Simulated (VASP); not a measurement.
Crystal: GeS.

```
Ge S
1.0
    10.48100    0.00000    0.00000
     0.00000    3.64600    0.00000
     0.00000    0.00000    4.29900
Ge S
4 4
Cartesian
  1.2797 0.9115 0.5490
  3.9608 2.7345 2.6985
  6.5202 0.9115 1.6005
  9.2013 2.7345 3.7500
  8.9036 0.9115 2.1594
  6.8179 2.7345 0.0099
  3.6631 0.9115 4.2891
  1.5774 2.7345 2.1396
```

* Program: VASP 6.6.1
* Task: relaxation of cell and atoms
* Functional: PBE
* Dispersion: D3(BJ)
* Potentials or basis: VASP PAW PBE potentials, release 64 (Ge_d, S)
* Cutoff: 600 eV
* k mesh: 4 × 8 × 6
* Occupations: gaussian, width 0.03 eV
* Spin: no spin polarisation

At the start: pressure 2.3 GPa; volume 20.54 Å³/atom.

Q: Where does the relaxation end?

A: Over 32 steps the energy falls by 6.6 meV/atom and the volume is 21.35 Å³/atom (+4.0 %); space group Pnma (No. 62, to 0.05 Å).

The path:
```csv
step,energy change (eV),largest force (eV/Å),pressure (GPa),volume (Å³)
1,0.0000,0.1152,2.31,164.28
2,-0.0376,0.2152,-0.85,171.41
3,-0.0427,0.1588,0.02,169.67
4,-0.0468,0.1121,-0.06,170.16
5,-0.0495,0.0605,-0.16,170.75
6,-0.0476,0.0686,-0.34,171.92
7,-0.0499,0.0371,-0.20,171.08
8,-0.0508,0.0470,0.23,170.36
9,-0.0508,0.0435,0.15,170.49
10,-0.0519,0.0225,0.08,170.67
11,-0.0521,0.0162,0.03,170.78
12,-0.0522,0.0192,0.02,170.80
13,-0.0523,0.0145,-0.04,170.91
14,-0.0523,0.0122,-0.05,170.97
15,-0.0524,0.0144,-0.11,171.09
16,-0.0524,0.0160,-0.07,171.06
17,-0.0525,0.0214,0.00,170.97
18,-0.0526,0.0185,0.00,170.96
19,-0.0527,0.0109,0.01,170.94
20,-0.0526,0.0199,0.02,170.90
21,-0.0527,0.0124,-0.04,170.93
22,-0.0527,0.0137,-0.02,170.92
23,-0.0527,0.0134,0.01,170.87
24,-0.0528,0.0150,0.06,170.73
25,-0.0529,0.0148,-0.03,170.81
26,-0.0529,0.0148,-0.05,170.84
27,-0.0529,0.0103,-0.04,170.80
28,-0.0530,0.0113,-0.01,170.74
29,-0.0530,0.0101,0.03,170.70
30,-0.0530,0.0093,0.08,170.64
31,-0.0531,0.0077,0.05,170.67
32,-0.0531,0.0035,-0.01,170.77
```

Final structure:
```
Ge S
1.0
    10.65564    0.00000    0.00000
     0.00000    3.68525    0.00000
     0.00000    0.00000    4.34876
Ge S
4 4
Direct
  0.12474 0.25000 0.13267
  0.37526 0.75000 0.63267
  0.62474 0.25000 0.36733
  0.87526 0.75000 0.86733
  0.84950 0.25000 0.49646
  0.65050 0.75000 0.99646
  0.34950 0.25000 0.00354
  0.15050 0.75000 0.50354
```
